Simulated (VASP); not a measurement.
# Sn (I4_1/amd) in VASP: electric field gradients with PBEsol

Aim: the electric field gradients of Sn with PBEsol.

Everything below comes from runs of VASP 6.6.1. Logs are shortened: lines on timing, memory, paths and dates and some standing lists are left out, and cuts for length are marked.

## 1. The crystal as given

It takes space group I4_1/amd (No. 141, tetragonal). The conventional cell has a = 5.832 Å, b = 5.832 Å, c = 3.182 Å, α = 90.00°, β = 90.00°, γ = 90.00°. Sn (site symmetry -4m2) is surrounded by 6 Sn at 3.02 to 3.18 Å.

The cell was built by a generator and needn't be a form met in nature.

## 2. Electric field gradients, PBEsol

INCAR

```
PREC = Accurate
ENCUT = 520
EDIFF = 1E-8
ISMEAR = 0
SIGMA = 0.1
LREAL = False
LASPH = True
NELM = 100
ALGO = Fast
ISIF = 2
LWAVE = False
LCHARG = False
GGA = PS
LEFG = True
NBANDS = 36
```

KPOINTS

```
regular mesh
0
Gamma
  8 8 14
```

POSCAR

```
Sn
1.0
    5.8320000000      0.0000000000      0.0000000000
    0.0000000000      5.8320000000      0.0000000000
    0.0000000000      0.0000000000      3.1820000000
Sn
4
Direct
    0.0000000000      0.0000000000      0.0000000000
    0.5000000000      0.5000000000      0.5000000000
    0.0000000000      0.5000000000      0.2500000000
    0.5000000000      0.0000000000      0.7500000000
```

Potentials or basis: VASP PAW PBE potentials, release 64 (Sn_d).

Run with:

```
$ cat potpaw_PBE.64/Sn_d/POTCAR > POTCAR
$ mpirun -np 1 vasp_std > vasp.out
```

OUTCAR:

```text
PREC = Accurate
   ENCUT = 520
   EDIFF = 1E-8
   ISMEAR = 0
   LREAL = False
   LASPH = True
   NELM = 100
   ISIF = 2
   GGA = PS

 ion  position               nearest neighbor table
   1  0.000  0.000  0.000-   3 3.02   4 3.02   3 3.02   4 3.02
   2  0.500  0.500  0.500-   3 3.02   4 3.02   4 3.02   3 3.02
   3  0.000  0.500  0.250-   1 3.02   2 3.02   1 3.02   2 3.02
   4  0.500  0.000  0.750-   1 3.02   2 3.02   2 3.02   1 3.02

  LATTYP: Found a simple tetragonal cell.
 ALAT       =     5.8320000000
 C/A-ratio  =     0.5456104252

  Lattice vectors:

 A1 = (   5.8320000000,   0.0000000000,   0.0000000000)
 A2 = (   0.0000000000,   5.8320000000,   0.0000000000)
 A3 = (   0.0000000000,   0.0000000000,   3.1820000000)

Analysis of symmetry for initial positions (statically):
=====================================================================
 Subroutine PRICEL returns following result:

  LATTYP: Found a body centered tetragonal cell.
 ALAT       =     5.8320000000
 C/A-ratio  =     0.5456104252

  Lattice vectors:

 A1 = (   2.9160000000,  -2.9160000000,  -1.5910000000)
 A2 = (  -2.9160000000,   2.9160000000,  -1.5910000000)
 A3 = (   2.9160000000,   2.9160000000,   1.5910000000)

   2 primitive cells build up your supercell.

 Routine SETGRP: Setting up the symmetry group for a
 simple tetragonal supercell.

 Subroutine GETGRP returns: Found 16 space group operations
 (whereof  8 operations were pure point group operations)
 out of a pool of 16 trial point group operations.

The static configuration has the point symmetry D_2d.
 The point group associated with its full space group is D_4h.

Analysis of symmetry for dynamics (positions and initial velocities):
=====================================================================
 Subroutine PRICEL returns following result:

  LATTYP: Found a body centered tetragonal cell.
 ALAT       =     5.8320000000
 C/A-ratio  =     0.5456104252

  Lattice vectors:

 A1 = (   2.9160000000,  -2.9160000000,  -1.5910000000)
 A2 = (  -2.9160000000,   2.9160000000,  -1.5910000000)
 A3 = (   2.9160000000,   2.9160000000,   1.5910000000)

   2 primitive cells build up your supercell.

 Routine SETGRP: Setting up the symmetry group for a
 simple tetragonal supercell.

 Subroutine GETGRP returns: Found 16 space group operations
 (whereof  8 operations were pure point group operations)
 out of a pool of 16 trial point group operations.

The dynamic configuration has the point symmetry D_2d.
 The point group associated with its full space group is D_4h.

 Subroutine INISYM returns: Found 16 space group operations
 (whereof  8 operations are pure point group operations),
 and found     2 'primitive' translations

----------------------------------------------------------------------------------------

                                     Primitive cell

  volume of cell :      54.1134

  direct lattice vectors                    reciprocal lattice vectors
     2.916000000 -2.916000000 -1.591000000     0.171467764  0.000000000 -0.314267756
    -2.916000000  2.916000000 -1.591000000     0.000000000  0.171467764 -0.314267756
     2.916000000  2.916000000  1.591000000     0.171467764  0.171467764  0.000000000

  length of vectors
     4.420112329  4.420112329  4.420112329     0.358001979  0.358001979  0.242492037

  position of ions in fractional coordinates (direct lattice)
     0.000000000  0.000000000  0.000000000
     0.750000000  0.250000000  0.500000000

  ion indices of the primitive-cell ions
   primitive index   ion index
                 1           1
                 2           3

----------------------------------------------------------------------------------------

 KPOINTS: regular mesh

Automatic generation of k-mesh.
 Grid dimensions read from file:
 generate k-points for:    8    8   14

 Generating k-lattice:

  Cartesian coordinates                     Fractional coordinates (reciprocal lattice)
     0.021433471  0.000000000  0.000000000     0.125000000  0.000000000  0.000000000
     0.000000000  0.021433471  0.000000000     0.000000000  0.125000000  0.000000000
     0.000000000  0.000000000  0.022447697     0.000000000  0.000000000  0.071428571

  Length of vectors
     0.021433471  0.021433471  0.022447697

  Shift w.r.t. Gamma in fractional coordinates (k-lattice)
     0.000000000  0.000000000  0.000000000

 Subroutine IBZKPT returns following result:
 ===========================================

 Found    120 irreducible k-points:

 Following reciprocal coordinates:
            Coordinates               Weight
  0.000000  0.000000  0.000000      1.000000
  0.125000  0.000000  0.000000      4.000000
  0.250000  0.000000  0.000000      4.000000
  0.375000  0.000000  0.000000      4.000000
  0.500000  0.000000  0.000000      2.000000
  0.125000  0.125000  0.000000      4.000000
[... 16 lines left out ...]
  0.375000  0.125000  0.071429     16.000000
  0.500000  0.125000  0.071429      8.000000
 [... further k-points ...]
   k-points           NKPTS =    120   k-points in BZ     NKDIM =    120   number of bands    NBANDS=     36
   number of dos      NEDOS =    301   number of ions     NIONS =      4
   total plane-waves  NPLWV =  55296
   dimension x,y,z NGX =    48 NGY =   48 NGZ =   24
   dimension x,y,z NGXF=    96 NGYF=   96 NGZF=   48
   ions per type =               4
   NGX,Y,Z   is equivalent  to a cutoff of  13.68, 13.68, 12.54 a.u.
   NGXF,Y,Z  is equivalent  to a cutoff of  27.37, 27.37, 25.08 a.u.
 SYSTEM =  unknown system
   PREC   = accura    normal or accurate (medium, high low for compatibility)
   ISTART =      0    job   : 0-new  1-cont  2-samecut
   ICHARG =      2    charge: 1-file 2-atom 10-const
   ISPIN  =      1    spin polarized calculation?
   LNONCOLLINEAR =      F non collinear calculations
   LSORBIT =      F    spin-orbit coupling
   LASPH  =      T    aspherical Exc in radial PAW
   ENCUT  =  520.0 eV  38.22 Ry    6.18 a.u.  10.84 10.84  5.92*2*pi/ulx,y,z
   NELM   =    100;   NELMIN=  2; NELMDL= -5     # of ELM steps
   EDIFF  = 0.1E-07   stopping-criterion for ELM
   LREAL  =      F    real-space projection
   EDIFFG = 0.1E-06   stopping-criterion for IOM
   NSW    =      0    number of steps for IOM
   IBRION =     -1    ionic relax: 0-MD 1-quasi-New 2-CG
   NFREE  =      0    steps in history (QN), initial steepest desc. (CG)
   ISIF   =      2    stress and relaxation
   ISYM   =      2    0-nonsym 1-usesym 2-fastsym
   POTIM  = 0.5000    time-step for ionic-motion
   TEBEG  =    0.0;   TEEND  =   0.0 temperature during run
   PSTRESS=    0.0 pullay stress
   NELECT =      56.0000    total number of electrons
   NUPDOWN=      -1.0000    fix difference up-down
   EMIN   =  10.00;   EMAX   =-10.00  energy-range for DOS
   EFERMI =   0.00;   METHOD = LEGACY
   ISMEAR =     0;   SIGMA  =   0.10  broadening in eV -4-tet -1-fermi 0-gaus
   EFERMI_NEDOS =   21; number of points for ismear=-14 and -15
   IALGO  =     68    algorithm
   IMIX   =      4    mixing-type and parameters
     AMIX     =   0.40;   BMIX     =  1.00
     AMIX_MAG =   1.60;   BMIX_MAG =  1.00
  volume/ion in A,a.u.               =      27.06       182.59
  Fermi-wavevector in a.u.,A,eV,Ry     =   1.314294  2.483655 23.502269  1.727368
  Thomas-Fermi vector in A             =   2.444557
   LORBIT       =      0    0 simple, 1 ext, 2 COOP (PROOUT), +10 PAW based schemes
   GGA     = PS    functional components
   LHFCALC =     F    Hartree Fock is set to
   AEXX    =    0.0000 exact exchange contribution
   IVDW    =     0    specifies the selected vdW correction
   LEPSILON=     F    determine dielectric tensor
   LRPA    =     F    only Hartree local field effects (RPA)
 non-spin polarized calculation
 RMM-DIIS sequential band-by-band and
 Gauss-broadening in eV      SIGMA  =   0.10
  energy-cutoff  :      520.00
  volume of cell :      108.23
 maximum number of plane-waves:      2952
 NGX is ok and might be reduce to    48
   NGX = 21   NGY = 21   NGZ = 11

 number of electron      56.0000016 magnetization

 Free energy of the ion-electron system (eV)
  ---------------------------------------------------
  ext. energy  EPLUGINS =         0.00000000
  ---------------------------------------------------
  free energy    TOTEN  =       -17.02689528 eV

  energy without entropy =      -17.01763314  energy(sigma->0) =      -17.02226421

 E-fermi :   7.8509     XC(G=0): -10.4653

 val. band max:        7.8397389048   @ k =   0.2500   0.2500   0.1429
 cond. band min:       7.8687487652   @ k =   0.5000   0.0000   0.0714
 fundamental gap:      0.0290098604
 Fermi energy:         7.8509241002

 k-point     1 :       0.0000    0.0000    0.0000
  band No.  band energies     occupation
      1     -13.7041      2.00000
      2     -13.6279      2.00000
      3     -13.6279      2.00000
      4     -13.6139      2.00000
      5     -13.5758      2.00000
      6     -13.5585      2.00000
[... 28 lines left out ...]
     35      14.7800      0.00000
     36      17.2757      0.00000

 k-point     2 :       0.1250    0.0000    0.0000
  band No.  band energies     occupation
      1     -13.6975      2.00000
      2     -13.6284      2.00000
      3     -13.6267      2.00000
      4     -13.6150      2.00000
      5     -13.5702      2.00000
      6     -13.5628      2.00000
[... 28 lines left out ...]
     35      14.7202      0.00000
     36      16.4667      0.00000

 k-point     3 :       0.2500    0.0000    0.0000
  band No.  band energies     occupation
      1     -13.6788      2.00000
      2     -13.6298      2.00000
      3     -13.6228      2.00000
      4     -13.6173      2.00000
      5     -13.5743      2.00000
      6     -13.5543      2.00000
[... 28 lines left out ...]
     35      14.4489      0.00000
     36      14.8393      0.00000
[... 742 lines left out ...]
 k-point    23 :       0.3750    0.1250    0.0714
  band No.  band energies     occupation
      1     -13.6454      2.00000
      2     -13.6228      2.00000
      3     -13.6078      2.00000
      4     -13.6073      2.00000
      5     -13.5805      2.00000
      6     -13.5485      2.00000
[... 28 lines left out ...]
     35      14.2570      0.00000
     36      14.3237      0.00000

 k-point    24 :       0.5000    0.1250    0.0714
  band No.  band energies     occupation
      1     -13.6270      2.00000
      2     -13.6270      2.00000
      3     -13.5954      2.00000
      4     -13.5954      2.00000
      5     -13.5888      2.00000
      6     -13.5888      2.00000
[... 28 lines left out ...]
     35      14.5834      0.00000
     36      14.5861      0.00000

 [... further k-points ...]

------------------------ aborting loop because EDIFF is reached ----------------------------------------

  FORCE on cell =-STRESS in cart. coord.  units (eV):
  Direction    XX          YY          ZZ          XY          YZ          ZX
  --------------------------------------------------------------------------------------
  -------------------------------------------------------------------------------------
  Total       -0.4055395     -0.4055395      0.0312883      0.0000000      0.0000000      0.0000000
  in kB       -6.0035549     -6.0035549      0.4631880      0.0000000      0.0000000      0.0000000
  external PRESSURE =      -3.8479740 kB  Pullay stress =       0.0000000 kB

 VOLUME and BASIS-vectors are now :
 -----------------------------------------------------------------------------
  energy-cutoff  :      520.00
  volume of cell :      108.23
      direct lattice vectors                 reciprocal lattice vectors
     5.832000000  0.000000000  0.000000000     0.171467764  0.000000000  0.000000000
     0.000000000  5.832000000  0.000000000     0.000000000  0.171467764  0.000000000
     0.000000000  0.000000000  3.182000000     0.000000000  0.000000000  0.314267756

 POSITION                                       TOTAL-FORCE (eV/Angst)
 -----------------------------------------------------------------------------------
      0.00000      0.00000      0.00000        -0.000000      0.000000      0.000000
      2.91600      2.91600      1.59100        -0.000000     -0.000000      0.000000
      0.00000      2.91600      0.79550         0.000000      0.000000     -0.000000
      2.91600      0.00000      2.38650         0.000000     -0.000000      0.000000
 -----------------------------------------------------------------------------------
    total drift:                                0.000000      0.000000     -0.000000

  FREE ENERGIE OF THE ION-ELECTRON SYSTEM (eV)
  ---------------------------------------------------
  free  energy   TOTEN  =       -17.0268952771 eV

  energy  without entropy=      -17.0176331412  energy(sigma->0) =      -17.02226421

 Electric field gradients (V/A^2)
---------------------------------------------------------------------
 ion       V_xx      V_yy      V_zz      V_xy      V_xz      V_yz
---------------------------------------------------------------------
   1     -17.091   -17.091    34.181    -0.000     0.000     0.000
   2     -17.091   -17.091    34.181    -0.000     0.000     0.000
   3     -17.091   -17.091    34.181     0.000     0.000     0.000
   4     -17.091   -17.091    34.181    -0.000     0.000    -0.000
---------------------------------------------------------------------

 Electric field gradients after diagonalization (V/A^2)
 (convention: |V_zz| > |V_xx| > |V_yy|)
----------------------------------------------------------------------
 ion       V_xx      V_yy      V_zz     asymmetry (V_yy - V_xx)/ V_zz
----------------------------------------------------------------------
   1     -17.091   -17.091    34.181       0.000
   2     -17.091   -17.091    34.181       0.000
   3     -17.091   -17.091    34.181       0.000
   4     -17.091   -17.091    34.181       0.000
----------------------------------------------------------------------

           NMR quadrupolar parameters

 Cq : quadrupolar parameter    Cq=e*Q*V_zz/h
 eta: asymmetry parameters     (V_yy - V_xx)/ V_zz
 Q  : nuclear electric quadrupole moment in mb (millibarn)
----------------------------------------------------------------------
 ion       Cq(MHz)       eta       Q (mb)
----------------------------------------------------------------------
   1       0.083       0.000       1.000
   2       0.083       0.000       1.000
   3       0.083       0.000       1.000
   4       0.083       0.000       1.000
----------------------------------------------------------------------
```

Run time: 5.3 min. Hardware: 1 thread of Intel Xeon Platinum 8375C at 2.90GHz (Ice Lake), shared host; peak memory 0.45 GiB.

Results:

| Item | Value |
| --- | --- |
| Free energy | -17.0269 eV |
| Pressure | -0.4 GPa |
| Band gap on the k mesh | none (metal or under the smearing width) |

Stress tensor (GPa, compression positive):
```
-0.60  0.00  0.00
 0.00 -0.60  0.00
 0.00  0.00  0.05
```

Levels at points of the mesh, in eV from the Fermi level:
| k point | band 25 | band 26 | band 27 | band 28 | band 29 | band 30 | band 31 | band 32 |
| --- | --- | --- | --- | --- | --- | --- | --- | --- |
| (0.00, 0.00, 0.00) | -4.84 | -3.63 | -1.98 | -1.98 | 2.95 | 5.01 | 5.01 | 6.24 |
| (0.50, 0.00, 0.00) | -3.76 | -3.76 | -0.04 | -0.04 | 3.25 | 3.25 | 5.80 | 5.80 |
| (0.50, 0.50, 0.00) | 0.60 | 0.60 | 0.60 | 0.60 | 1.58 | 1.58 | 1.58 | 1.58 |
| (0.00, 0.00, 0.50) | -2.85 | -2.85 | -1.37 | -1.37 | -1.37 | -1.37 | 0.48 | 0.48 |
| (0.50, 0.00, 0.50) | -2.33 | -2.33 | -1.71 | -1.71 | -1.16 | -1.16 | 2.23 | 2.23 |
| (0.50, 0.50, 0.50) | -3.56 | -3.56 | -3.56 | -3.56 | 3.59 | 3.59 | 3.59 | 3.59 |

Electric field gradients, principal values (V/Å²):
| atom | Vxx | Vyy | Vzz |
| --- | --- | --- | --- |
| 1 Sn | -17.091 | -17.091 | 34.181 |
| 2 Sn | -17.091 | -17.091 | 34.181 |
| 3 Sn | -17.091 | -17.091 | 34.181 |
| 4 Sn | -17.091 | -17.091 | 34.181 |

Caveat: the PAW data sets were made with another functional, which shifts forces and pressure a little.
